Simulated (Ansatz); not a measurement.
# Al (Fm-3m) in Ansatz: a series of runs, part 2 of 2

Ansatz 0.2.0. The steps go on from the part before.

## 5. Single point, RPBE+D3(BJ), 15.94 Å³/atom (volume scaled by 0.96)

Contents of input.yaml:

```yaml
crystal:
  lattice:
    - [0.0, 1.9974394157, 1.9974394157]
    - [1.9974394157, 0.0, 1.9974394157]
    - [1.9974394157, 1.9974394157, 0.0]
  atoms:
    - { symbol: Al, position: [0.0, 0.0, 0.0] }
kpoints:
  mp_grid: { grid: [11, 11, 11] }
scf:
  occupations: { method: tetrahedron }
hamiltonian:
  xc: rpbe
  dispersion: d3bj
  pseudopotentials: { kind: all_electron, lapw: { basis_error: 0.001 } }
output:
  forces: true
  stress: true
  eigenvalues: true
```

Started as:

```console
$ ansatz run input.yaml --threads 1 --pin off --max-ram 3072MiB --backend cpu --events-out ev --progress --plain --runs-dir out
```

It took 1.2 s on 1 thread of Arm Neoverse V1, shared host; peak memory 0.16 GiB.

The run converged. Its results:

```
Free energy            : -6612.3044 eV
Pressure               : -17.2 GPa
Band gap on the k mesh : none (metal or under the smearing width)
```

Caveat: pairwise dispersion overbinds metals, which lowers pressure and volume; with tetrahedron occupations forces and stress needn't match the slope of the energy.

## 6. Single point, RPBE+D3(BJ), 16.27 Å³/atom (volume scaled by 0.98)

input.yaml: that of step 5 with these lines changed.

```diff
@@ -2,5 +2,5 @@
   lattice:
-    - [0.0, 1.9974394157, 1.9974394157]
-    - [1.9974394157, 0.0, 1.9974394157]
-    - [1.9974394157, 1.9974394157, 0.0]
+    - [0.0, 2.0112152952, 2.0112152952]
+    - [2.0112152952, 0.0, 2.0112152952]
+    - [2.0112152952, 2.0112152952, 0.0]
   atoms:
```

Potentials or basis: all-electron LAPW, scalar-relativistic.

Started as:

```console
$ ansatz run input.yaml --threads 1 --pin off --max-ram 3072MiB --backend cpu --events-out ev --progress --plain --runs-dir out
```

It took 1.2 s on 1 thread of Arm Neoverse V1, shared host; peak memory 0.17 GiB.

Results (log left out):

| Quantity | Value |
| --- | --- |
| Free energy | -6612.2680 eV |
| Pressure | -18.5 GPa |
| Band gap on the k mesh | none (metal or under the smearing width) |

Caveat: pairwise dispersion overbinds metals, which lowers pressure and volume; with tetrahedron occupations forces and stress needn't match the slope of the energy.

## 7. Single point, RPBE+D3(BJ), 16.60 Å³/atom

input.yaml: that of step 6 with these lines changed.

```diff
@@ -2,5 +2,5 @@
   lattice:
-    - [0.0, 2.0112152952, 2.0112152952]
-    - [2.0112152952, 0.0, 2.0112152952]
-    - [2.0112152952, 2.0112152952, 0.0]
+    - [0.0, 2.024805, 2.024805]
+    - [2.024805, 0.0, 2.024805]
+    - [2.024805, 2.024805, 0.0]
   atoms:
```

Started as:

```console
$ ansatz run input.yaml --threads 1 --pin off --max-ram 3072MiB --backend cpu --events-out ev --progress --plain --runs-dir out
```

Wall time 1.2 s (1 thread of Arm Neoverse V1, shared host); peak memory 0.16 GiB.

Results (log left out):

- Free energy: -6612.2290 eV
- Pressure: -19.6 GPa
- Band gap on the k mesh: none (metal or under the smearing width)

Caveat: pairwise dispersion overbinds metals, which lowers pressure and volume; with tetrahedron occupations forces and stress needn't match the slope of the energy.

## 8. Single point, RPBE+D3(BJ), 16.93 Å³/atom (volume scaled by 1.02)

input.yaml: that of step 7 with these lines changed.

```diff
@@ -2,5 +2,5 @@
   lattice:
-    - [0.0, 2.024805, 2.024805]
-    - [2.024805, 0.0, 2.024805]
-    - [2.024805, 2.024805, 0.0]
+    - [0.0, 2.0382146954, 2.0382146954]
+    - [2.0382146954, 0.0, 2.0382146954]
+    - [2.0382146954, 2.0382146954, 0.0]
   atoms:
```

Started as:

```console
$ ansatz run input.yaml --threads 1 --pin off --max-ram 3072MiB --backend cpu --events-out ev --progress --plain --runs-dir out
```

Wall time 1.2 s (1 thread of Arm Neoverse V1, shared host); peak memory 0.16 GiB.

The run converged. Its results:

```
Free energy            : -6612.1879 eV
Pressure               : -20.6 GPa
Band gap on the k mesh : none (metal or under the smearing width)
```

Caveat: pairwise dispersion overbinds metals, which lowers pressure and volume; with tetrahedron occupations forces and stress needn't match the slope of the energy.

## 9. Single point, RPBE+D3(BJ), 17.27 Å³/atom (volume scaled by 1.04)

input.yaml: that of step 8 with these lines changed.

```diff
@@ -2,5 +2,5 @@
   lattice:
-    - [0.0, 2.0382146954, 2.0382146954]
-    - [2.0382146954, 0.0, 2.0382146954]
-    - [2.0382146954, 2.0382146954, 0.0]
+    - [0.0, 2.0514502267, 2.0514502267]
+    - [2.0514502267, 0.0, 2.0514502267]
+    - [2.0514502267, 2.0514502267, 0.0]
   atoms:
```

Potentials or basis: all-electron LAPW, scalar-relativistic.

Started as:

```console
$ ansatz run input.yaml --threads 1 --pin off --max-ram 3072MiB --backend cpu --events-out ev --progress --plain --runs-dir out
```

It took 1.2 s on 1 thread of Arm Neoverse V1, shared host; peak memory 0.17 GiB.

It converged, with:

```
Free energy            : -6612.1450 eV
Pressure               : -21.4 GPa
Band gap on the k mesh : none (metal or under the smearing width)
```

Caveat: pairwise dispersion overbinds metals, which lowers pressure and volume; with tetrahedron occupations forces and stress needn't match the slope of the energy.

## 10. Single point, RPBE+D3(BJ), 17.60 Å³/atom (volume scaled by 1.06)

input.yaml: that of step 9 with these lines changed.

```diff
@@ -2,5 +2,5 @@
   lattice:
-    - [0.0, 2.0514502267, 2.0514502267]
-    - [2.0514502267, 0.0, 2.0514502267]
-    - [2.0514502267, 2.0514502267, 0.0]
+    - [0.0, 2.0645171409, 2.0645171409]
+    - [2.0645171409, 0.0, 2.0645171409]
+    - [2.0645171409, 2.0645171409, 0.0]
   atoms:
```

Started as:

```console
$ ansatz run input.yaml --threads 1 --pin off --max-ram 3072MiB --backend cpu --events-out ev --progress --plain --runs-dir out
```

Run time: 1.2 s. Hardware: 1 thread of Arm Neoverse V1, shared host; peak memory 0.16 GiB.

Results (log left out):

| Item | Value |
| --- | --- |
| Free energy | -6612.1004 eV |
| Pressure | -22.1 GPa |
| Band gap on the k mesh | none (metal or under the smearing width) |

Caveat: pairwise dispersion overbinds metals, which lowers pressure and volume; with tetrahedron occupations forces and stress needn't match the slope of the energy.

## 11. Equation of state, RPBE+D3(BJ)

No new run: the results of the series are fitted here.

Results:

```
Equilibrium volume : outside the volumes run
```

Energy against volume, from the lowest point:
| volume (Å³/atom) | energy (meV/atom) |
| --- | --- |
| 15.607 | 0.00 |
| 15.939 | 33.58 |
| 16.271 | 70.03 |
| 16.603 | 108.98 |
| 16.935 | 150.09 |
| 17.267 | 193.05 |
| 17.599 | 237.59 |

Caveat: with tetrahedron occupations forces and stress needn't match the slope of the energy.

## 12. Overview

```tsv
task	level	spin	k mesh	cutoff (eV)	smearing	pressure (GPa)
band structure	PBE	off	11 × 11 × 11	130	fermi-dirac 0.05 eV	-0.4
band structure	BLYP	non-collinear, ferromagnetic start	8 × 8 × 8	131	gaussian 0.1 eV	2.8
equation of state	RPBE+D3(BJ)	off	11 × 11 × 11	-	tetrahedron	-
```

Alike in all rows: potentials or basis all-electron LAPW, scalar-relativistic; cell as given; basis error allowed 0.001 eV/atom.

Caveats: the k mesh is thin for a metal, which can move the energy by tens of meV per atom (some runs); the starting moments weren't kept (some runs); with tetrahedron occupations forces and stress needn't match the slope of the energy (some runs).

Compare energies only between runs with the same functional and basis.
